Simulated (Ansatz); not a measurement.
Cold compression of Re (simple hexagonal type)

```
CELL_PARAMETERS angstrom
2.76415 0.00000 0.00000
-1.38208 2.39383 0.00000
0.00000 0.00000 2.46937
ATOMIC_POSITIONS crystal
Re 0.00000 0.00000 0.00000
```

The cell comes from a relaxation on PAW files under the same functional, begun from a prototype that needn't be the stable phase.

Its volume is scaled, and at each volume shape and atoms are relaxed on PAW files; all methods then take that cell.

All numbers are PBE results (scalar-relativistic) from Ansatz 0.2.0, with a Γ-centred 16×16×15 k mesh, Fermi–Dirac smearing of 0.08 eV, no spin polarisation. Methods: LAPW: all electrons, basis error target 1 meV/atom; PAW: frozen-core files, cutoff 420 eV; crystal datasets: all electrons, by PAW datasets that the program makes for each cell; norm-conserving: pseudopotentials, cutoff 980 eV; PAW (core large): files with a larger core, cutoff 420 eV.

Energies are extrapolated to zero smearing and count from the unscaled cell; pressure is positive in compression; gaps take the mesh and a band path. No temperature or zero-point motion is included.

Spin–orbit coupling is left out, which matters for the heavy atoms. The structure type is held throughout; the real material can change phase at far lower pressure.

```tsv
V/V0	V (Å³/atom)	P LAPW (GPa)	ΔE LAPW (eV/atom)	P PAW − LAPW (GPa)	ΔE PAW − LAPW (meV/atom)	space group	shortest distance (Å)
1.00	16.34	0.04	0.000	-0.03	0.0	P6/mmm	2.469
0.95	15.52	?	?	?	?	?	?
0.85	13.89	64.9	0.429	0.19	0.9	P6/mmm	2.346
0.75	12.25	149.9	1.480	0.62	4.7	P6/mmm	2.254
0.65	10.62	304.3	3.714	1.67	15.6	P6/mmm	2.156
0.55	8.99	601.7	8.159	4.31	43.5	P6/mmm	2.051
0.45	7.35	1215	17.018	11.67	116.5	P6/mmm	1.943
0.40	6.54	1785	24.554	20.16	194.1	P6/mmm	1.883
```

(1) Fit the Vinet equation to the LAPW pressures shown (residuals weighted by 1/(|P| + 0.03·Pmax)), and predict the pressure of the withheld row.

(2) At the smallest volume, how far do crystal datasets and norm-conserving and PAW (core large) lie from LAPW in pressure?

(3) How do the Löwdin populations by LAPW change from the unscaled cell to the last row?

## Answers

(1) The fit gives V0 = 16.36 Å³/atom, B0 = 263 GPa and B0′ = 4.86. At 15.52 Å³/atom, x = (V/V0)^(1/3) = 0.9827, and P = 3·B0·(1 − x)/x²·exp[1.5·(B0′ − 1)·(1 − x)] = 15.64 GPa. The run itself gave 16.25 GPa (-3.8 % off) and ΔE = 0.039 eV/atom.

(2) crystal datasets: +0.01 GPa; norm-conserving: +16.72 GPa; PAW (core large): +20.16 GPa, on a LAPW pressure of 1785 GPa.

(3) Re 5s 1.97 → 1.84, Re 6s 0.92 → 0.55, Re 5p 5.99 → 5.85, Re 5d 6.00 → 6.68 electrons an atom. These are projections on the shells that the free atoms fill; 0.13 e a cell lies outside them at the start and 0.10 e at the end.
